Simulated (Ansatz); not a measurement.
## Cd2S polymorphs, one row open

The calculation used Ansatz, DFT PBE, scalar-relativistic, plane waves, PAW. Settings: cutoff 420 eV, Γ-centred meshes spaced at most about 0.3 Å⁻¹, and about 0.25 Å⁻¹ or finer for metals (2π included), Gaussian smearing. No spin polarisation.

Temperature and zero-point effects are left out. Rows are sorted by volume; energies count from the lowest form computed. Coordination counts S atoms around Cd (those within 1.25 times the shortest such distance or 1.15 times the sum of covalent radii; the shortest distance is added where it is long for a bond; a slash parts the counts of unlike sites). The table shows 5 of 15 forms computed.

```tsv
row	form	source	atoms	coordination	V (Å³/atom)	gap on mesh (eV)	ΔE (meV/atom)
1	Cmcm	invented	6	Cd 2/4	22.6	0	54
2	P-4m2	invented	6	Cd 2/4/4 from 3.6 Å	25.6	0	0
3	Cm	invented	3	Cd 2/3	26.9	0.26	?
4	P3m1	invented	6	Cd 1/1 from 3.0 Å/3/4	26.9	0	30
5	Cmmm	invented	3	Cd 2	27.5	0.10	147
```

The cell of row 3:

```
Cd S
1.0
     3.53977   -1.93011    0.00000
     3.53977    1.93011    0.00000
    -0.69664    0.00000    5.90190
Cd S
2 1
Direct
  0.48489 0.48489 0.53626
  0.59188 0.59188 0.98739
  0.92327 0.92327 0.22634
```

**Question.** How far above the lowest form does the open row lie?

**Answer.** 12 meV/atom, which puts it above row 2 and below row 4. Counting S atoms around Cd, row 3 has Cd 2/3 and the lowest form (row 2) has Cd 2/4/4 from 3.6 Å.

An observed structure of this formula, if there is one, may be missing.

Kohn–Sham gaps at this level usually fall short of measured ones. Cells relaxed within their symmetry can be saddle points. Some types were kept out of the candidates beforehand, so the set may lack a known form.
